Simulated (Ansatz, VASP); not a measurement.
## LiF (Griceite): VASP beside Ansatz

run.py

```python
from ase.calculators.vasp import Vasp
from ase.dft.bandgap import bandgap
from ase.io import read

atoms = read('LiF.cif', primitive_cell=True, subtrans_included=False)
calc = Vasp(
    directory='calc',
    xc='pbe',
    pp='PBE',
    setups={'base': 'minimal', 'F': '_GW', 'Li': '_GW'},
    prec='Accurate',
    encut=550,
    ediff=1e-07,
    ismear=0,
    sigma=0.05,
    lreal=False,
    lasph=True,
    nelm=100,
    algo='Normal',
    isif=2,
    lwave=False,
    lcharg=False,
    kpts=[11, 11, 11],
    gamma=True,
    nbands=11,
)
atoms.calc = calc

print('energy (eV):', atoms.get_potential_energy())
print('free energy (eV):', atoms.get_potential_energy(force_consistent=True))
print('forces (eV/A):')
print(atoms.get_forces())
print('stress (eV/A^3, Voigt):', atoms.get_stress())
print('Fermi level (eV):', calc.get_fermi_level())
gap, top, bottom = bandgap(calc)
print('band gap (eV):', gap, 'from (spin, k, band)', top, 'to', bottom)
```

LiF.cif

```cif
data_LiF
_cell_length_a 4.02800000
_cell_length_b 4.02800000
_cell_length_c 4.02800000
_cell_angle_alpha 90.00000000
_cell_angle_beta 90.00000000
_cell_angle_gamma 90.00000000
_space_group_name_H-M_alt 'Fm-3m'
_space_group_name_Hall '-F 4 2 3'
_space_group_IT_number 225
loop_
_space_group_symop_operation_xyz
'x,y,z'
'-x,-y,-z'
'-y,x,z'
'y,-x,-z'
'-x,-y,z'
'x,y,-z'
'y,-x,z'
'-y,x,-z'
'x,-y,-z'
'-x,y,z'
'-y,-x,-z'
'y,x,z'
'-x,y,-z'
'x,-y,z'
'y,x,-z'
'-y,-x,z'
'z,x,y'
'-z,-x,-y'
'z,-y,x'
'-z,y,-x'
'z,-x,-y'
'-z,x,y'
'z,y,-x'
'-z,-y,x'
'-z,x,-y'
'z,-x,y'
'-z,-y,-x'
'z,y,x'
'-z,-x,y'
'z,x,-y'
'-z,y,x'
'z,-y,-x'
'y,z,x'
'-y,-z,-x'
'x,z,-y'
'-x,-z,y'
'-y,z,-x'
'y,-z,x'
'-x,z,y'
'x,-z,-y'
'-y,-z,x'
'y,z,-x'
'-x,-z,-y'
'x,z,y'
'y,-z,-x'
'-y,z,x'
'x,-z,y'
'-x,z,-y'
'x,y+1/2,z+1/2'
'-x,-y+1/2,-z+1/2'
'-y,x+1/2,z+1/2'
'y,-x+1/2,-z+1/2'
'-x,-y+1/2,z+1/2'
'x,y+1/2,-z+1/2'
'y,-x+1/2,z+1/2'
'-y,x+1/2,-z+1/2'
'x,-y+1/2,-z+1/2'
'-x,y+1/2,z+1/2'
'-y,-x+1/2,-z+1/2'
'y,x+1/2,z+1/2'
'-x,y+1/2,-z+1/2'
[... 41 lines left out ...]
'y+1/2,-x,z+1/2'
'-y+1/2,x,-z+1/2'
'x+1/2,-y,-z+1/2'
'-x+1/2,y,z+1/2'
'-y+1/2,-x,-z+1/2'
'y+1/2,x,z+1/2'
'-x+1/2,y,-z+1/2'
'x+1/2,-y,z+1/2'
'y+1/2,x,-z+1/2'
'-y+1/2,-x,z+1/2'
'z+1/2,x,y+1/2'
'-z+1/2,-x,-y+1/2'
'z+1/2,-y,x+1/2'
'-z+1/2,y,-x+1/2'
'z+1/2,-x,-y+1/2'
'-z+1/2,x,y+1/2'
'z+1/2,y,-x+1/2'
'-z+1/2,-y,x+1/2'
'-z+1/2,x,-y+1/2'
'z+1/2,-x,y+1/2'
'-z+1/2,-y,-x+1/2'
'z+1/2,y,x+1/2'
'-z+1/2,-x,y+1/2'
'z+1/2,x,-y+1/2'
'-z+1/2,y,x+1/2'
'z+1/2,-y,-x+1/2'
'y+1/2,z,x+1/2'
'-y+1/2,-z,-x+1/2'
'x+1/2,z,-y+1/2'
'-x+1/2,-z,y+1/2'
'-y+1/2,z,-x+1/2'
'y+1/2,-z,x+1/2'
'-x+1/2,z,y+1/2'
'x+1/2,-z,-y+1/2'
'-y+1/2,-z,x+1/2'
'y+1/2,z,-x+1/2'
'-x+1/2,-z,-y+1/2'
'x+1/2,z,y+1/2'
'y+1/2,-z,-x+1/2'
'-y+1/2,z,x+1/2'
'x+1/2,-z,y+1/2'
'-x+1/2,z,-y+1/2'
'x+1/2,y+1/2,z'
'-x+1/2,-y+1/2,-z'
'-y+1/2,x+1/2,z'
'y+1/2,-x+1/2,-z'
'-x+1/2,-y+1/2,z'
'x+1/2,y+1/2,-z'
'y+1/2,-x+1/2,z'
'-y+1/2,x+1/2,-z'
'x+1/2,-y+1/2,-z'
'-x+1/2,y+1/2,z'
'-y+1/2,-x+1/2,-z'
'y+1/2,x+1/2,z'
'-x+1/2,y+1/2,-z'
'x+1/2,-y+1/2,z'
'y+1/2,x+1/2,-z'
'-y+1/2,-x+1/2,z'
'z+1/2,x+1/2,y'
'-z+1/2,-x+1/2,-y'
'z+1/2,-y+1/2,x'
'-z+1/2,y+1/2,-x'
'z+1/2,-x+1/2,-y'
'-z+1/2,x+1/2,y'
'z+1/2,y+1/2,-x'
'-z+1/2,-y+1/2,x'
'-z+1/2,x+1/2,-y'
'z+1/2,-x+1/2,y'
'-z+1/2,-y+1/2,-x'
'z+1/2,y+1/2,x'
'-z+1/2,-x+1/2,y'
'z+1/2,x+1/2,-y'
'-z+1/2,y+1/2,x'
'z+1/2,-y+1/2,-x'
'y+1/2,z+1/2,x'
'-y+1/2,-z+1/2,-x'
'x+1/2,z+1/2,-y'
'-x+1/2,-z+1/2,y'
'-y+1/2,z+1/2,-x'
'y+1/2,-z+1/2,x'
'-x+1/2,z+1/2,y'
'x+1/2,-z+1/2,-y'
'-y+1/2,-z+1/2,x'
'y+1/2,z+1/2,-x'
'-x+1/2,-z+1/2,-y'
'x+1/2,z+1/2,y'
'y+1/2,-z+1/2,-x'
'-y+1/2,z+1/2,x'
'x+1/2,-z+1/2,y'
'-x+1/2,z+1/2,-y'
loop_
_atom_site_label
_atom_site_type_symbol
_atom_site_symmetry_multiplicity
_atom_site_Wyckoff_symbol
_atom_site_fract_x
_atom_site_fract_y
_atom_site_fract_z
_atom_site_occupancy
F1 F 4 b 0.5000000000 0.0000000000 0.0000000000 1
Li1 Li 4 a 0.0000000000 0.0000000000 0.0000000000 1
```

Contents of input.yaml:

```yaml
crystal:
  lattice: { a: 4.028, b: 4.028, c: 4.028, alpha: 90.0, beta: 90.0, gamma: 90.0 }
  space_group: 225
  reduce_to_primitive: true
  atoms:
    - { symbol: F, wyckoff: "4b", position: [0.5, 0.0, 0.0] }
    - { symbol: Li, wyckoff: "4a", position: [0.0, 0.0, 0.0] }
hamiltonian:
  xc: pbe
  pseudopotentials: { kind: paw, source: ansatz }
kpoints:
  mp_grid: { grid: [11, 11, 11] }
scf:
  occupations: { method: gaussian, width: 0.05 }
output:
  forces: true
  stress: true
  eigenvalues: true
  efg: {}
  write_density: true
  write_potential: true
  elf: true
  volumetric_format: npy
```

Alike in both runs: functional PBE; k mesh 11 × 11 × 11; occupations gaussian, width 0.05 eV; no spin polarisation.

|  | VASP | Ansatz |
| --- | --- | --- |
| version | VASP 6.6.1 | Ansatz 0.2.0 |
| potentials or method | VASP PAW PBE potentials, release 64 (F_GW, Li_GW) | Ansatz PAW earlier set |
| plane-wave cutoff (eV) | 550 | 1050 |
| valence electrons in the cell | 8 | 10 |
| task | single point | electric field gradients |

```tsv
	VASP	Ansatz	Ansatz less VASP
gap on the k mesh at the Fermi level (eV)	9.05	9.07	+0.022
least direct gap on the mesh (eV)	9.05	9.07	+0.022
```

The two sets of potentials don't hold the same shells in valence.

Caveats: an odd mesh through Γ misses points on the zone boundary, where band edges often lie (VASP); odd divisions of the mesh miss points on the zone boundary, where band edges often lie, so the gap on the mesh can be too wide (Ansatz).
